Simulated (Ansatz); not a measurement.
# ScAl$_{3}$: a vibration from a frozen displacement

Level of theory: Ansatz 0.2.0, DFT PBEsol, scalar-relativistic, plane waves, PAW. Settings: plane waves to 420 eV, k-mesh 12×12×12 (Γ-centred), Gaussian smearing 0.15 eV. No spin polarisation. Energies are free energies at this smearing, counted from the undisturbed cell; pressure is positive in compression.

The starting cell (relaxed at this level; it needn't be the usual structure):

```
Sc Al
1.0
     4.07130    0.00000    0.00000
     0.00000    4.07130    0.00000
     0.00000    0.00000    4.07130
Sc Al
1 3
Direct
  0.00000 0.00000 0.00000
  0.50000 0.00000 0.50000
  0.00000 0.50000 0.50000
  0.50000 0.50000 0.00000
```

Atom 1 (Sc) is moved by x along the Cartesian unit vector (0.707, -0.707, 0.000); the cell and all other atoms stay fixed. The cell's volume is 67.48 Å³; the moved atoms weigh 44.956 u together and the others 80.945 u. Some rows repeat others by symmetry and weren't run.

```
  x (Å)  ΔE (meV/cell) total force on the moved atoms along the move (eV/Å) pressure (GPa)
-0.1000          49.36                                                0.9898          0.2978
-0.0833          34.22                                                0.8232          0.2181
-0.0667          21.93                                                0.6583          0.1533
-0.0500          12.32                                                0.4930          0.1026
-0.0333           5.46                                                0.3281          0.0664
-0.0167           1.37                                                0.1645          0.0448
 0.0000           0.00                                                0.0000          0.0375
 0.0167           1.37                                               -0.1645          0.0448
 0.0333           5.46                                               -0.3281          0.0664
 0.0500          12.32                                               -0.4930          0.1026
 0.0667          21.93                                               -0.6583          0.1533
 0.0833          34.22                                               -0.8232          0.2181
 0.1000          49.36                                               -0.9898          0.2978
```

Q: What frequency belongs to this motion?

A: The force constant is k = −dF/dx = 9.849 eV/Å², from the parabola through x = -0.0167, 0 and 0.0167. In every cell the moved atoms swing against the rest, so the mass is μ = m₁m₂/(m₁ + m₂) = 28.903 u, and ν̃ = 521.5 cm⁻¹ × √(|k|/μ) = 304 cm⁻¹. The pattern needn't be a normal mode: ν̃² is then a weighted mean of the squared nonzero frequencies at the zone centre of this cell, so it lies between the lowest and the highest of them.

Q: How far does the harmonic law reach?

A: At x = -0.100 Å, kx²/2 = 49.24 meV against the computed 49.36 meV (+0.2 %): the well is still close to harmonic there.

Q: The pressure changes with x². What does that say about the frequency under compression?

A: With E = k(V)x²/2, k ∝ V^(−2γ) and x scaling with the cell as V^(1/3), P − P0 = −∂E/∂V = (2γ − 2/3) ΔE/V. At x = 0.0333 Å, V(P − P0) = 67.48 × 0.02886 / 160.2 eV = 12.16 meV and ΔE = 5.46 meV, so γ = 1/3 + V(P − P0)/(2ΔE) = 1.45. This is the Grüneisen parameter of the motion under uniform scaling of the cell: shrinking the cell evenly by 1 % in volume raises the frequency by about 1.45 %.

In a metal these slopes depend on the k mesh and the smearing.

The scandium atom sits in a stiff, single-minimum well, with a harmonic frequency of 304 cm⁻¹ for its motion against a rigid aluminium sublattice. Moving it shortens some Sc–Al contacts and lengthens the opposite ones. The restoring force probably reflects short-range repulsion together with Sc 3d–Al 3p hybridisation, though the displacement data can't separate the two. Inversion symmetry at the Sc site removes the cubic term, so the slight hardening at large amplitude is quartic. Cubic site symmetry also makes the harmonic force constant the same in every direction, but not the quartic term.

By symmetry this motion mixes only the infrared-active optical modes; the silent mode involves aluminium alone and contributes nothing. Metallic screening suppresses the LO–TO splitting that such polar modes would show in an insulator. The positive Grüneisen parameter of 1.45 fits Sc–Al contacts that stiffen as they shorten. The positive curvature shows stability against this displacement only, and leaves open whether phonons away from the zone centre are stable.
